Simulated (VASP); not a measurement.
Here is a VASP 6.6.1 calculation.

The input INCAR:

```
PREC     = Accurate       # precision mode
ENCUT    = 520            # plane-wave cutoff, eV
EDIFF    = 1E-6           # SCF threshold, eV
ISMEAR   = 0              # smearing method
SIGMA    = 0.03           # smearing width, eV
LREAL    = F              # projectors in reciprocal space
LASPH    = T              # aspherical terms in the spheres
NELM     = 100            # most SCF steps
ALGO     = Normal         # electronic algorithm
ISIF     = 2              # what is computed and relaxed
LWAVE    = F              # write WAVECAR
LCHARG   = T              # write CHGCAR
LELF     = T              # ELF
LVHAR    = T
```

File KPOINTS:

```
Automatic mesh
0
Gamma
  2 2 2
```

POSCAR

```
HC60N3
1.0
    7.1400000000      0.0000000000      0.0000000000
    0.0000000000      7.1400000000      0.0000000000
    0.0000000000      0.0000000000      7.1400000000
H C N
1 60 3
Direct
    0.5649593500      0.5649593500      0.5649593500
    0.6319130000      0.6319130000      0.6319130000
    0.5014860000      0.7507060000      0.7507060000
    0.7507060000      0.5014860000      0.7507060000
    0.7507060000      0.7507060000      0.5014860000
    0.4950870000      0.2505090000      0.7494590000
    0.4950870000      0.7494590000      0.2505090000
    0.2505090000      0.4950870000      0.7494590000
    0.7494590000      0.4950870000      0.2505090000
    0.2505090000      0.7494590000      0.4950870000
    0.7494590000      0.2505090000      0.4950870000
    0.6235760000      0.3759650000      0.8734240000
    0.6235760000      0.8734240000      0.3759650000
    0.3759650000      0.6235760000      0.8734240000
    0.8734240000      0.6235760000      0.3759650000
    0.3759650000      0.8734240000      0.6235760000
    0.8734240000      0.3759650000      0.6235760000
    0.5050870000      0.2510410000      0.2510410000
    0.2510410000      0.5050870000      0.2510410000
    0.2510410000      0.2510410000      0.5050870000
    0.1273950000      0.6227350000      0.6227350000
    0.6227350000      0.1273950000      0.6227350000
    0.6227350000      0.6227350000      0.1273950000
    0.9999620000      0.4999560000      0.4999560000
    0.4999560000      0.9999620000      0.4999560000
    0.4999560000      0.4999560000      0.9999620000
    0.1278200000      0.3773090000      0.3773090000
    0.3773090000      0.1278200000      0.3773090000
    0.3773090000      0.3773090000      0.1278200000
    0.6239330000      0.8758650000      0.8758650000
    0.8758650000      0.6239330000      0.8758650000
    0.8758650000      0.8758650000      0.6239330000
    0.0011195000      0.7494200000      0.7494200000
    0.7494200000      0.0011195000      0.7494200000
    0.7494200000      0.7494200000      0.0011195000
    0.1237350000      0.3750450000      0.8761320000
    0.1237350000      0.8761320000      0.3750450000
    0.3750450000      0.1237350000      0.8761320000
    0.8761320000      0.1237350000      0.3750450000
    0.3750450000      0.8761320000      0.1237350000
    0.8761320000      0.3750450000      0.1237350000
    0.9987500000      0.2495250000      0.7493430000
    0.9987500000      0.7493430000      0.2495250000
    0.2495250000      0.9987500000      0.7493430000
    0.7493430000      0.9987500000      0.2495250000
    0.2495250000      0.7493430000      0.9987500000
    0.7493430000      0.2495250000      0.9987500000
    0.1237820000      0.1237820000      0.6246850000
    0.1237820000      0.6246850000      0.1237820000
    0.6246850000      0.1237820000      0.1237820000
    0.0017403000      0.2503660000      0.2503660000
    0.2503660000      0.0017403000      0.2503660000
    0.2503660000      0.2503660000      0.0017403000
    0.1249420000      0.8743930000      0.8743930000
    0.8743930000      0.1249420000      0.8743930000
    0.8743930000      0.8743930000      0.1249420000
    0.9999680000      0.9999680000      0.4998950000
    0.9999680000      0.4998950000      0.9999680000
    0.4998950000      0.9999680000      0.9999680000
    0.1254050000      0.1254050000      0.1254050000
    0.9997840000      0.9997840000      0.9997840000
    0.6351560000      0.3648080000      0.3648080000
    0.3648080000      0.6351560000      0.3648080000
    0.3648080000      0.3648080000      0.6351560000
```

Potentials or basis: VASP PAW LDA potentials, release 64 (H, C, N).

Command:

```sh
$ cat potpaw_LDA.64/H/POTCAR potpaw_LDA.64/C/POTCAR potpaw_LDA.64/N/POTCAR > POTCAR
$ mpirun -np 1 vasp_std > vasp.out
```

What does it give for the pressure?

-10.9 GPa.

What does it give for the largest force?

19.620 eV/Å.

Forces on the atoms (eV/Å):
```
H   -11.328 -11.328 -11.328
C    10.923  10.923  10.923
C    -0.024   0.132   0.132
C     0.132  -0.024   0.132
C     0.132   0.132  -0.024
C    -0.096   0.095  -0.104
C    -0.096  -0.104   0.095
C     0.095  -0.096  -0.104
C    -0.104  -0.096   0.095
C     0.095  -0.104  -0.096
C    -0.104   0.095  -0.096
C    -0.011  -0.008   0.001
C    -0.011   0.001  -0.008
C    -0.008  -0.011   0.001
C     0.001  -0.011  -0.008
C    -0.008   0.001  -0.011
C     0.001  -0.008  -0.011
C     0.048   0.123   0.123
C     0.123   0.048   0.123
C     0.123   0.123   0.048
C    -0.007   0.005   0.005
C     0.005  -0.007   0.005
C     0.005   0.005  -0.007
C     0.018  -0.002  -0.002
C    -0.002   0.018  -0.002
C    -0.002  -0.002   0.018
C    -0.012  -0.005  -0.005
C    -0.005  -0.012  -0.005
C    -0.005  -0.005  -0.012
C     0.008  -0.023  -0.023
C    -0.023   0.008  -0.023
C    -0.023  -0.023   0.008
C     0.003   0.001   0.001
C     0.001   0.003   0.001
C     0.001   0.001   0.003
C    -0.001   0.006   0.007
C    -0.001   0.007   0.006
C     0.006  -0.001   0.007
C     0.007  -0.001   0.006
C     0.006   0.007  -0.001
C     0.007   0.006  -0.001
C     0.002   0.008   0.007
C     0.002   0.007   0.008
C     0.008   0.002   0.007
C     0.007   0.002   0.008
C     0.008   0.007   0.002
C     0.007   0.008   0.002
C    -0.004  -0.004   0.005
C    -0.004   0.005  -0.004
C     0.005  -0.004  -0.004
C    -0.007  -0.002  -0.002
C    -0.002  -0.007  -0.002
C    -0.002  -0.002  -0.007
C    -0.003  -0.001  -0.001
C    -0.001  -0.003  -0.001
C    -0.001  -0.001  -0.003
C    -0.007  -0.007  -0.017
C    -0.007  -0.017  -0.007
C    -0.017  -0.007  -0.007
C     0.000   0.000   0.000
C     0.004   0.004   0.004
N     0.230  -0.043  -0.043
N    -0.043   0.230  -0.043
N    -0.043  -0.043   0.230
```

Caveat: the k mesh is coarse (spacing up to 0.44 Å⁻¹), so the values aren't converged.
